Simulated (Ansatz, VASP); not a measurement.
**One calculation of CaF2, two programs**

```xyz
3
Lattice="0.0000 2.7313 2.7313 2.7313 0.0000 2.7313 2.7313 2.7313 0.0000" Properties=species:S:1:pos:R:3 pbc="T T T"
Ca    0.0000    0.0000    0.0000
F     1.3656    1.3656    1.3656
F     4.0969    4.0969    4.0969
```

Alike in both runs: task single point; functional PBEsol; k mesh 8 × 8 × 8; occupations gaussian, width 0.05 eV; no spin polarisation.

|  | VASP | Ansatz |
| --- | --- | --- |
| version | VASP 6.6.1 | Ansatz 0.2.0 |
| potentials or method | VASP PAW PBE potentials, release 64 (Ca_sv, F) | scalar-relativistic, plane waves, PAW |
| plane-wave cutoff (eV) | 520 | 420 |
| valence electrons in the cell | 24 | 24 |

VASP gave:

```
gap on the k mesh at the Fermi level (eV) : 7.09
least direct gap on the mesh (eV)         : 7.35
pressure (GPa)                            : -1.7
```

Problem. What did Ansatz give for the same quantities?

Solution. gap on the k mesh at the Fermi level (eV): 7.11; least direct gap on the mesh (eV): 7.37; pressure (GPa): -1.9.

Caveats: the PAW data sets were made with another functional, which shifts forces and pressure a little (VASP). A k mesh can miss the band edges. Expect the measured gap to be larger: semilocal functionals such as PBEsol lack the derivative discontinuity.
